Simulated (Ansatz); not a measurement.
## ZnS (R3m), work and stress of cleavage

Method: DFT PBE, scalar-relativistic, plane waves, PAW in Ansatz 0.2.0. Cutoff 420 eV, Γ-centred 8×8×2 k-points, Gaussian smearing of 0.05 eV. No spin polarisation. Energies are free energies at this smearing, counted from the undisturbed cell; pressure is positive in compression.

The undisturbed cell (relaxed at this level; this form isn't the usual structure):

```
CELL_PARAMETERS angstrom
-3.84620 0.00000 0.00000
-1.92310 -3.33091 0.00000
-1.92310 -1.11030 18.89858
ATOMIC_POSITIONS crystal
Zn 0.00002 0.00002 0.60420
Zn 0.50002 0.50002 0.10420
Zn 0.38887 0.38887 0.43763
Zn 0.88887 0.88887 0.93763
Zn 0.27773 0.27773 0.77105
Zn 0.77773 0.77773 0.27105
S 0.45835 0.45835 0.22919
S 0.95835 0.95835 0.72919
S 0.23607 0.23607 0.89603
S 0.73607 0.73607 0.39603
S 0.34729 0.34729 0.56239
S 0.84729 0.84729 0.06239
```

The cut lies on the cell's a–b face, a (0 0 -1) plane (indices in the standard cell, whose axes needn't be the Cartesian ones shown) of area 12.81 Å², between layers 2.36 Å apart. Vector c is lengthened by d along the normal with the atoms' Cartesian places fixed: one unrelaxed cut a cell. The traction is positive where the two halves pull on each other.

```
d (Å) energy (J/m²) traction (GPa)
 0.00           0.00             0.0
 0.50           0.50            14.6
 1.00           1.22            13.1
 2.00           2.12             5.2
 3.00           2.42             1.7
 6.00           2.63             0.2
```

Question: What are the work of separation and the cleavage stress, and do they fit the universal binding curve?

Answer: The energy levels off near W ≈ 2.63 J/m² (the traction is down to 0.2 GPa), the energy of the two unrelaxed faces, 1.31 J/m² each on average. The largest sampled traction is 14.6 GPa at d = 0.50 Å, and a parabola through it and its two neighbours peaks at σ_max ≈ 15.9 GPa, d ≈ 0.70 Å. The curve E = W[1 − (1 + d/ℓ)exp(−d/ℓ)] peaks in traction at d = ℓ with σ_max = W/(eℓ); with 1 J/m² per Å = 10 GPa this W and σ_max give ℓ = 0.61 Å. A parabola through that curve at the same three d peaks at 0.70 Å, against 0.70 Å here, a fair fit. The cut parts unlike faces (Zn and S); in an ionic crystal that makes them polar, and the energy then depends on the thickness of the slab. The opened faces are metallic here, and spin polarisation, left out, could lower W. Real crystals break at far lower stress, because cracks concentrate it, and on the plane of lowest W, which needn't be this one.

The cut is rigid; relaxing the faces lowers these energies and usually the stresses.

The gap closes along the scan, which can put kinks into the curve.

Cost: 6 runs of about 8.3 core-minutes in all, on Intel Xeon Platinum 8259CL (Skylake/Cascade Lake) (shared hosts).